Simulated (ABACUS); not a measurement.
**CdO (Monteponite) in ABACUS: the effect of exact exchange share**

Crystal: CdO (Monteponite).

```
Cd O
1.0
     0.00000    2.34950    2.34950
     2.34950    0.00000    2.34950
     2.34950    2.34950    0.00000
Cd O
1 1
Direct
  0.00000 0.00000 0.00000
  0.50000 0.50000 0.50000
```

Alike in all runs:

```yaml
Program: ABACUS 3.10.1
Task: single point
Potentials_or_basis: SG15 ONCV 1.2 PBE
Cutoff: 1401 eV
Density_cutoff: 5606 eV
Basis: DZP LCAO (the cutoffs set its grid)
k_mesh: 4 × 4 × 4
Occupations: fermi-dirac, width 0.05 eV
Spin: no spin polarisation
```

| exact exchange share | functional | gap on the mesh (eV) |
| --- | --- | --- |
| 0.1 | PBE0-type (share 0.1) | ? |
| 0.25 | PBE0-type (share 0.25) | 1.51 |
| 0.4 | PBE0-type (share 0.4) | 2.73 |

**Question.** What does the run with exact exchange share 0.1 give?

**Answer.** gap on the mesh 0.32 eV.

Caveats: all runs use coarse meshes; the atomic orbitals were generated for these runs and aren't a published set; gaps of hybrids in this basis differ from plane-wave ones by up to 0.1 eV; the basis of atomic orbitals isn't converged, which shifts pressures, moduli and gaps.

A k mesh can miss the band edges.

Runs at the PBE level aren't shown here.
